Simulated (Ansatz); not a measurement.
What strain does to KBr (Pm-3m)

A 2-atom cell of KBr (Pm-3m) from a materials database, relaxed with r2SCAN in the plane-wave code Ansatz. Space group Pm-3m (No. 221), cubic; a = 3.976 Å in the conventional setting, 31.42 Å³ an atom. K has 8 Br at 3.44 Å; Br has 8 K at 3.44 Å.

The axes x, y and z are those of this cell:
```
K Br
1.0
     3.97587    0.00000    0.00000
     0.00000    3.97587    0.00000
     0.00000    0.00000    3.97587
K Br
1 1
Direct
  0.00000 0.00000 0.00000
  0.50000 0.50000 0.50000
```

Unstrained: PBE gives an indirect gap of 4.024 eV, from M to Γ; the least direct gap is 4.301 eV at Γ. With r2SCAN the valence top lies at M and the conduction bottom at Γ, 4.768 eV higher; the smallest vertical gap, at Γ, is 5.047 eV. HSE06 gives an indirect gap of 5.193 eV, from M to Γ; the least direct gap is 5.493 eV at Γ. Meshes: PBE 6×6×6, r2SCAN 6×6×6, HSE06 4×4×4. Strains are changes of length per length. After each strain the atoms were relaxed again with r2SCAN in this cell and within any symmetry left, so distortions that break it or need a larger cell weren't tested; points keep the names that they have in the unstrained zone. The values are computed, spin-unpolarised, and not measurements.

Changes of the least gap in eV (an overlap counts as a negative gap):

| strain | volume change (%) | space group | PBE | r2SCAN | HSE06 | G0W0@PBE (mesh) | energy rise, r2SCAN (meV/atom) |
| --- | --- | --- | --- | --- | --- | --- | --- |
| isotropic -5.01 % on every length | -14.3 | Pm-3m | +0.589 | +0.651 | +0.634 | +0.56 | 51.2 |
| uniaxial -3.73 % along y | -3.7 | P4/mmm | -0.028 | -0.023 | -0.023 | -0.04 | 6.7 |
| uniaxial +2.02 % along z | +2.0 | P4/mmm | -0.103 | -0.112 | -0.109 | -0.10 | 1.8 |
| uniaxial +1.93 % along x | +1.9 | P4/mmm | -0.098 | -0.106 | -0.104 | -0.10 | 1.6 |

Unstrained, G0W0@PBE with 262 empty bands, a screening cutoff of 150 eV and a 4×4×4 mesh gives 6.38 eV on its mesh; the band count follows the volume. G0W0 here is at a finite number of bands, screening cutoff and k mesh, not at the basis limit.

Isotropic -5.01 % on every length. HSE06: the gap goes from 5.193 to 5.827 eV (+0.634 eV). Stress change with r2SCAN, compression positive: xx +4.25, yy +4.25, zz +4.25 GPa. For HSE06, dE_g/d ln V = -4.1 eV over this step.

Uniaxial -3.73 % along y, other directions held. HSE06: the gap goes from 5.193 to 5.170 eV (-0.023 eV); the M points, equivalent before, split by 207 meV, and the valence top lies at those like (1/2, 0, 1/2). Stress change with r2SCAN, compression positive: xx +0.25, yy +1.89, zz +0.25 GPa.

Uniaxial +2.02 % along z, other directions held. HSE06: the gap goes from 5.193 to 5.084 eV (-0.109 eV); the M points, equivalent before, split by 98 meV, and the valence top lies at those like (0, 1/2, 1/2). Stress change with r2SCAN, compression positive: xx -0.10, yy -0.10, zz -0.87 GPa.

Uniaxial +1.93 % along x, other directions held. HSE06: the gap goes from 5.193 to 5.089 eV (-0.104 eV). Stress change with r2SCAN, compression positive: xx -0.84, yy -0.09, zz -0.09 GPa.

Spin-orbit coupling is left out.

The meshes of the hybrids are coarse, so their gaps aren't converged to the digits shown.
